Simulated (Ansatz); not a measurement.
A run of Ansatz 0.2.0 is set up as follows.

Contents of input.yaml:

```yaml
crystal:
  lattice:
    - [0.0, 3.365, 3.365]
    - [3.365, 0.0, 3.365]
    - [3.365, 3.365, 0.0]
  atoms:
    - { symbol: Co, position: [0.75, 0.75, 0.75] }
    - { symbol: Co, position: [0.5, 0.5, 0.5] }
    - { symbol: Ti, position: [0.125, 0.625, 0.125] }
    - { symbol: Ti, position: [0.125, 0.125, 0.625] }
    - { symbol: Ti, position: [0.625, 0.125, 0.125] }
    - { symbol: Ti, position: [0.125, 0.125, 0.125] }
hamiltonian:
  xc: pbesol
  pseudopotentials: { kind: paw }
magnetization:
  spin_polarized: true
  initial_magnetization: 0.0
  spin_locking: { lock_magnetization: hard }
kpoints:
  mp_grid: { grid: [6, 6, 6] }
scf:
  occupations: { method: fermi_dirac, width: 0.05 }
  lower_state_search: "off"
output:
  forces: true
  stress: true
  eigenvalues: true
  write_density: true
  write_potential: true
  elf: true
  volumetric_format: npy
```

Potentials or basis: Ansatz PAW.

Launch:

```bash
$ ansatz run input.yaml --threads 2 --pin off --max-ram 5632MiB --backend cpu --events-out ev --progress --plain --runs-dir out
```

Task: What does it give for the pressure?

Result: 15.8 GPa.

Caveat: the total moment is fixed, so each spin has its own Fermi level; the PAW data sets come from PBE, with cores solved anew for the run's functional, which leaves a small shift of forces and pressure; the thresholds are loose for stress.
